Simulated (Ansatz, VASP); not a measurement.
C in VASP and in Ansatz

The input INCAR:

```
SYSTEM = C
ALGO = Normal
EDIFF = 1E-7
ENCUT = 520
GGA = PS
ISIF = 2
ISMEAR = 0
LASPH = .TRUE.
LCHARG = .FALSE.
LREAL = .FALSE.
LWAVE = .FALSE.
NBANDS = 11
NELM = 60
PREC = Accurate
SIGMA = 0.05
```

File KPOINTS:

```
k-points
0
G
  12 12 12
  0 0 0
```

POSCAR

```
C
1.0
    0.0000000000      1.7120640000      1.7834000000
    1.7120640000      0.0000000000      1.7834000000
    1.7120640000      1.7120640000      0.0000000000
C
2
Direct
    0.5000000000      0.5000000000      0.5000000000
    0.7500000000      0.7500000000      0.7500000000
```

Input for Ansatz:

```yaml
crystal:
  lattice:
    - [0.0, 1.712064, 1.7834]
    - [1.712064, 0.0, 1.7834]
    - [1.712064, 1.712064, 0.0]
  atoms:
    - { symbol: C, position: [0.5, 0.5, 0.5] }
    - { symbol: C, position: [0.75, 0.75, 0.75] }
basis:
  ecutwfc: 420
kpoints:
  mp_grid: { grid: [12, 12, 12] }
hamiltonian:
  xc: pbesol
scf:
  occupations: { method: gaussian, width: 0.05 }
output:
  forces: true
  stress: true
  eigenvalues: true
```

Change from the starting cell: strain -0.040 along x and y, +0.000 along z, atoms carried along.

Alike in both runs: task single point; functional PBEsol; k mesh 12 × 12 × 12; occupations gaussian, width 0.05 eV; no spin polarisation.

|  | VASP | Ansatz |
| --- | --- | --- |
| version | VASP 6.6.1 | Ansatz 0.2.0 |
| potentials or method | VASP PAW PBE potentials, release 64 (C) | scalar-relativistic, plane waves, PAW |
| plane-wave cutoff (eV) | 520 | 420 |
| valence electrons in the cell | 8 | 8 |

Ansatz gave:

- gap on the k mesh at the Fermi level (eV): 3.69
- least direct gap on the mesh (eV): 5.39
- pressure (GPa): 36.2
- largest component of the traceless stress (GPa): 28.42

Q: Estimate VASP's values.

A: gap on the k mesh at the Fermi level (eV): 3.69; least direct gap on the mesh (eV): 5.38; pressure (GPa): 37.7; largest component of the traceless stress (GPa): 28.38.

Caveats: so large a pressure means that the cell lies far from this level's equilibrium, or that cutoff or potentials fall short (VASP); the potentials were made for another functional, which shifts forces and pressure (VASP).
